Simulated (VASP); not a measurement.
# VASP 6.6.1, r²SCAN single-point calculation, InSb (rocksalt)

INCAR

```
ALGO = Normal
LASPH = .TRUE.
LCHARG = .FALSE.
ENCUT = 520
METAGGA = R2SCAN
EDIFF = 1E-7
ISIF = 2
LREAL = .FALSE.
NELM = 120
NSW = 0
SIGMA = 0.02
ISMEAR = -1
NBANDS = 16
PREC = Accurate
LWAVE = .FALSE.
IBRION = -1
```

KPOINTS

```
KPOINTS created by Atomic Simulation Environment
0
Gamma
8 8 8
0 0 0
```

KPOINTS_OPT

```
special points
7
Reciprocal
0.0000000000 0.0000000000 0.0000000000 1
0.5000000000 0.0000000000 0.5000000000 1
0.5000000000 0.2500000000 0.7500000000 1
0.3750000000 0.3750000000 0.7500000000 1
0.5000000000 0.5000000000 0.5000000000 1
0.6250000000 0.2500000000 0.6250000000 1
0.1875000000 0.1875000000 0.3750000000 1
```

POSCAR

```
In Sb
 1.0000000000000000
    -0.0000000000000000    3.0422106455851798    3.0422106455851798
     3.0422106455851798    0.0000000000000000    3.0422106455851798
     3.0422106455851798    3.0422106455851798    0.0000000000000000
 In  Sb
   1   1
Cartesian
 -0.0000000000000000 -0.0000000000000000  0.0000000000000000
  3.0422106455851798  3.0422106455851798  3.0422106455851798
```

VASP ran with the recommended PBE PAW datasets (18 valence electrons in the cell).

From OUTCAR

```
k-points           NKPTS =     29   k-points in BZ     NKDIM =     29   number of bands    NBANDS=     16

   NELECT =      18.0000    total number of electrons

   dimension x,y,z NGX =    32 NGY =   32 NGZ =   32
   dimension x,y,z NGXF=    64 NGYF=   64 NGZF=   64

  energy-cutoff  :      520.00
  volume of cell :       56.31
      direct lattice vectors                 reciprocal lattice vectors
     0.000000000  3.042210646  3.042210646    -0.164354168  0.164354168  0.164354168
     3.042210646  0.000000000  3.042210646     0.164354168 -0.164354168  0.164354168
     3.042210646  3.042210646  0.000000000     0.164354168  0.164354168 -0.164354168

 k-points in reciprocal lattice and weights: KPOINTS created by Atomic Simulation Env
   0.00000000  0.00000000  0.00000000       0.002
   0.12500000  0.00000000  0.00000000       0.016
   0.25000000  0.00000000  0.00000000       0.016
   0.37500000  0.00000000  0.00000000       0.016
   0.50000000  0.00000000  0.00000000       0.008
   0.12500000  0.12500000  0.00000000       0.012
   0.25000000  0.12500000  0.00000000       0.047
   0.37500000  0.12500000  0.00000000       0.047
   ...

 E-fermi :   6.8143

 k-point     1 :       0.0000    0.0000    0.0000
  band No.  band energies     occupation
      1      -8.1749      2.00000
      2      -8.1749      2.00000
      3      -8.1322      2.00000
      4      -8.1321      2.00000
      5      -8.1321      2.00000
      6      -4.7396      2.00000
      7       6.7050      1.99158
      8       6.7050      1.99158
      9       6.7050      1.99158
     10       6.9313      0.00573
     11      13.3744      0.00000
     12      13.3745      0.00000
     13      13.3745      0.00000
     14      13.3980      0.00000
     15      13.3980      0.00000
     16      13.3980      0.00000

 k-point     2 :       0.1250    0.0000    0.0000
  band No.  band energies     occupation
      1      -8.1798      2.00000
      2      -8.1798      2.00000
      3      -8.1322      2.00000
      4      -8.1284      2.00000
      5      -8.1284      2.00000
      6      -4.5604      2.00000
      7       4.7363      2.00000
      8       6.7298      1.97108
      9       6.7298      1.97108
     10       8.5205      0.00000
     11      12.3544      0.00000
     12      12.3544      0.00000
     13      12.4141      0.00000
     14      13.4837      0.00000
     15      13.8065      0.00000
     16      13.8065      0.00000

 k-point     3 :       0.2500    0.0000    0.0000
  band No.  band energies     occupation
      1      -8.1930      2.00000
      2      -8.1930      2.00000
      3      -8.1328      2.00000
      4      -8.1178      2.00000
      5      -8.1178      2.00000
      6      -4.0403      2.00000
      7       2.6730      2.00000
      8       6.8295      0.63784
      9       6.8295      0.63783
     10       9.3305      0.00000
     11      10.9612      0.00000
     12      10.9612      0.00000
     13      11.4802      0.00000
     14      14.1027      0.00000
     15      14.8167      0.00000
     16      14.8167      0.00000

 k-point     4 :       0.3750    0.0000    0.0000
  band No.  band energies     occupation
      1      -8.2070      2.00000
      2      -8.2069      2.00000
      3      -8.1341      2.00000
      4      -8.1063      2.00000
      5      -8.1063      2.00000
      6      -3.2798      2.00000
      7       0.9225      2.00000
      8       7.0137      0.00009
      9       7.0137      0.00009
     10       9.4569      0.00000
     11       9.8958      0.00000
     12       9.8958      0.00000
     13      10.7943      0.00000
     14      15.8646      0.00000
     15      16.3601      0.00000
     16      16.3601      0.00000

 k-point     5 :       0.5000    0.0000    0.0000
  band No.  band energies     occupation
      1      -8.2128      2.00000
      2      -8.2128      2.00000
      3      -8.1347      2.00000
      4      -8.1015      2.00000
      5      -8.1014      2.00000
      6      -2.7751      2.00000
      7       0.0784      2.00000
      8       7.1357      0.00000
      9       7.1357      0.00000
     10       9.4566      0.00000
     11       9.4667      0.00000
     12       9.4667      0.00000
     13      10.5363      0.00000
     14      17.7258      0.00000
     15      17.8855      0.00000
     16      17.8855      0.00000

 k-point     6 :       0.1250    0.1250    0.0000
  band No.  band energies     occupation
      1      -8.1917      2.00000
      2      -8.1718      2.00000
      3      -8.1353      2.00000
      4      -8.1259      2.00000
      5      -8.1258      2.00000
      6      -4.4978      2.00000
      7       4.8720      2.00000
      8       6.2712      2.00000
      9       6.2712      2.00000
     10       9.1717      0.00000
     11      10.9362      0.00000
     12      12.3662      0.00000
     13      13.2837      0.00000
     14      13.2837      0.00000
     15      14.6422      0.00000
     16      14.6422      0.00000

 k-point     7 :       0.2500    0.1250    0.0000
  band No.  band energies     occupation
      1      -8.2107      2.00000
      2      -8.1758      2.00000
      3      -8.1362      2.00000
      4      -8.1188      2.00000
      5      -8.1161      2.00000
      6      -4.0836      2.00000
      7       3.3429      2.00000
      8       6.0134      2.00000
      9       6.3518      2.00000
     10       8.8613      0.00000
     11      10.8428      0.00000
     12      12.1758      0.00000
     13      12.6682      0.00000
     14      13.1787      0.00000
     15      15.4038      0.00000
     16      15.5664      0.00000

 k-point     8 :       0.3750    0.1250    0.0000
  band No.  band energies     occupation
      1      -8.2262      2.00000
      2      -8.1898      2.00000
      3      -8.1339      2.00000
      4      -8.1116      2.00000
      5      -8.1043      2.00000
      6      -3.3828      2.00000
      7       1.5747      2.00000
      8       6.0491      2.00000
      9       6.3369      2.00000
     10       8.1218      0.00000
     11      10.9395      0.00000
     12      11.5133      0.00000
     13      12.4028      0.00000
     14      13.5464      0.00000
     15      16.8573      0.00000
     16      17.0193      0.00000

 k-point     9 :       0.5000    0.1250    0.0000
  band No.  band energies     occupation
      1      -8.2296      2.00000
      2      -8.2038      2.00000
      3      -8.1314      2.00000
      4      -8.1064      2.00000
      5      -8.0993      2.00000
      6      -2.6985      2.00000
      7       0.3596      2.00000
      8       5.8720      2.00000
      9       6.3939      2.00000
     10       8.1837      0.00000
     11      10.5396      0.00000
     12      10.7551      0.00000
     13      12.3488      0.00000
     14      15.2845      0.00000
     15      17.9364      0.00000
     16      18.1088      0.00000

 k-point    10 :      -0.3750    0.1250    0.0000
  band No.  band energies     occupation
      1      -8.2189      2.00000
      2      -8.2097      2.00000
      3      -8.1303      2.00000
      4      -8.1060      2.00000
      5      -8.1040      2.00000
      6      -2.8838      2.00000
      7       0.6374      2.00000
      8       5.4448      2.00000
      9       6.9536      0.00189
     10       8.7784      0.00000
     11       9.9213      0.00000
     12      10.5371      0.00000
     13      12.6796      0.00000
     14      15.6494      0.00000
     15      16.0982      0.00000
     16      17.8163      0.00000

 k-point    11 :      -0.2500    0.1250    0.0000
  band No.  band energies     occupation
      1      -8.2047      2.00000
      2      -8.1997      2.00000
      3      -8.1311      2.00000
      4      -8.1148      2.00000
      5      -8.1114      2.00000
      6      -3.6458      2.00000
      7       2.0708      2.00000
      8       5.3556      2.00000
      9       7.3616      0.00000
     10       9.7325      0.00000
     11       9.9490      0.00000
     12      10.3119      0.00000
     13      12.9036      0.00000
     14      14.3549      0.00000
     15      14.6161      0.00000
     16      17.3181      0.00000

 k-point    12 :      -0.1250    0.1250    0.0000
  band No.  band energies     occupation
      1      -8.1927      2.00000
      2      -8.1831      2.00000
      3      -8.1325      2.00000
      4      -8.1245      2.00000
      5      -8.1204      2.00000
      6      -4.2639      2.00000
      7       3.6752      2.00000
      8       5.8036      2.00000
      9       7.2026      0.00000
     10       9.5593      0.00000
     11      10.9034      0.00000
     12      11.0556      0.00000
     13      12.5834      0.00000
     14      13.8163      0.00000
     15      14.1800      0.00000
     16      15.4344      0.00000

 ...

  Total        0.0723824      0.0723824      0.0723824     -0.0000000     -0.0000000      0.0000000
  in kB        2.0594229      2.0594229      2.0594229     -0.0000000     -0.0000000      0.0000000
  external PRESSURE =       2.0594229 kB  Pullay stress =       0.0000000 kB

 POSITION                                       TOTAL-FORCE (eV/Angst)
 -----------------------------------------------------------------------------------
      0.00000      0.00000      0.00000         0.000000      0.000000      0.000000
      3.04221      3.04221      3.04221        -0.000000     -0.000000     -0.000000
 -----------------------------------------------------------------------------------
    total drift:                                0.000000     -0.000000     -0.000000

  FREE ENERGIE OF THE ION-ELECTRON SYSTEM (eV)
  ---------------------------------------------------
  free  energy   TOTEN  =       -48.3755352816 eV

  energy  without entropy=      -48.3715461913  energy(sigma->0) =      -48.37354074
```

The gap between bands v and c is -2.89 eV (bands overlap: a metal), the least direct gap is 0.00 eV and the pressure is 0.2 GPa.

Band v is the last that the valence electrons fill when counted band by band, and c is the next.
